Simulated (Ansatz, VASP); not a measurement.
BaTe: VASP beside Ansatz

The input INCAR:

```
ALGO = Normal
EDIFF = 1E-6
ENCUT = 520
GGA = PS
ISIF = 2
ISMEAR = 0
LASPH = True
LCHARG = False
LREAL = False
LWAVE = False
NBANDS = 15
NELM = 100
PREC = Accurate
SIGMA = 0.05
```

File KPOINTS:

```
k-points
0
Gamma
  8 8 8
```

The input POSCAR:

```
BaTe
1.0
    0.0000000000      3.2978275349      3.2978275349
    3.2978275349      0.0000000000      3.2978275349
    3.2978275349      3.2978275349      0.0000000000
Ba Te
1 1
Direct
    0.0000000000      0.0000000000      0.0000000000
    0.5000000000      0.5000000000      0.5000000000
```

Input for Ansatz:

```yaml
crystal:
  lattice:
    - [0.0, 3.2978275349, 3.2978275349]
    - [3.2978275349, 0.0, 3.2978275349]
    - [3.2978275349, 3.2978275349, 0.0]
  atoms:
    - { symbol: Ba, position: [0.0, 0.0, 0.0] }
    - { symbol: Te, position: [0.5, 0.5, 0.5] }
basis:
  ecutwfc: 420
kpoints:
  mp_grid: { grid: [8, 8, 8] }
hamiltonian:
  xc: pbesol
scf:
  occupations: { method: gaussian, width: 0.05 }
output:
  forces: true
  stress: true
  eigenvalues: true
```

Change from the starting cell: strain -0.050 along x and y, -0.050 along z, atoms carried along.

Alike in both runs: task single point; functional PBEsol; k mesh 8 × 8 × 8; occupations gaussian, width 0.05 eV; no spin polarisation.

|  | VASP | Ansatz |
| --- | --- | --- |
| version | VASP 6.6.1 | Ansatz 0.2.0 |
| potentials or method | VASP PAW PBE potentials, release 64 (Ba_sv, Te) | scalar-relativistic, plane waves, PAW |
| plane-wave cutoff (eV) | 520 | 420 |
| valence electrons in the cell | 16 | 26 |

|  | VASP | Ansatz | Ansatz less VASP |
| --- | --- | --- | --- |
| gap on the k mesh at the Fermi level (eV) | 0.94 | 1.07 | +0.130 |
| least direct gap on the mesh (eV) | 1.29 | 1.37 | +0.079 |
| pressure (GPa) | 7.5 | 6.9 | -0.65 |

The functional is the same, so the differences come from potentials, cutoffs and numerics. The two sets of potentials don't hold the same shells in valence.

Caveats: the PAW data sets were made with another functional, which shifts forces and pressure a little (VASP); spin-orbit coupling is left out, which moves the levels of the heavy elements. A k mesh can miss the band edges.
